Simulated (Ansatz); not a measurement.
# WSe2: the cost of one run

Program: Ansatz 0.2.0. Level of theory: DFT PBE+D3(BJ), scalar-relativistic, plane waves, PAW, and further levels as typed in the inputs. These are calculated values, not measurements.

### 1 The system as given

The structure is trigonal, space group P-3m1 (No. 164). The conventional cell has a = 3.282 Å, b = 3.282 Å, c = 27.830 Å, α = 90.00°, β = 90.00°, γ = 120.00°. Around Se (site symmetry 3m) lie 3 W at 2.53 Å. W (site symmetry 3m) has 6 Se at 2.53 Å as nearest neighbours.

As a file:

```cif
data_structure
_symmetry_space_group_name_H-M 'P 1'
_symmetry_Int_Tables_number 1
_cell_length_a 3.2820
_cell_length_b 3.2820
_cell_length_c 27.8300
_cell_angle_alpha 90.000
_cell_angle_beta 90.000
_cell_angle_gamma 120.000
_cell_volume 259.61
loop_
_atom_site_label
_atom_site_type_symbol
_atom_site_fract_x
_atom_site_fract_y
_atom_site_fract_z
_atom_site_occupancy
Se1 Se 0.66667 0.33333 0.32339 1
W1 W 0.33333 0.66667 0.38358 1
Se2 Se 0.66667 0.33333 0.44377 1
Se3 Se 0.33333 0.66667 0.55623 1
W2 W 0.66667 0.33333 0.61642 1
Se4 Se 0.33333 0.66667 0.67661 1
```

### 2 Relaxing the atoms: W2Se4 sheet, no spin

input.yaml

```yaml
crystal:
  lattice:
    - [3.282, 0.0, 0.0]
    - [-1.641, 2.8422953752, 0.0]
    - [0.0, 0.0, 27.83]
  atoms:
    - { symbol: Se, position: [0.6666666667, 0.3333333333, 0.323392023] }
    - { symbol: W, position: [0.3333333333, 0.6666666667, 0.3835788717] }
    - { symbol: Se, position: [0.6666666667, 0.3333333333, 0.4437657204] }
    - { symbol: Se, position: [0.3333333333, 0.6666666667, 0.5562342796] }
    - { symbol: W, position: [0.6666666667, 0.3333333333, 0.6164211283] }
    - { symbol: Se, position: [0.3333333333, 0.6666666667, 0.676607977] }
  periodic: [true, true, false]
scf:
  occupations: { method: gaussian, width: 0.02 }
  n_extra_bands: 6
output:
  forces: true
  stress: false
  write_density: true
  write_potential: true
  elf: true
  volumetric_format: npy
kpoints:
  mp_grid: { grid: [12, 12, 1] }
hamiltonian:
  xc: pbe
  dispersion: d3bj
relax:
  f_tol: 0.005
  max_steps: 100
```

Launch:

```bash
ansatz run input.yaml --threads 8 --pin off --max-ram 32768MiB --backend cpu --events-out ev --progress --plain --runs-dir out
```

Q: Estimate wall time and peak memory on 8 threads of AMD EPYC 7R43 (Zen 3), shared host.

About 12 s, with a peak of 1.4 GiB.
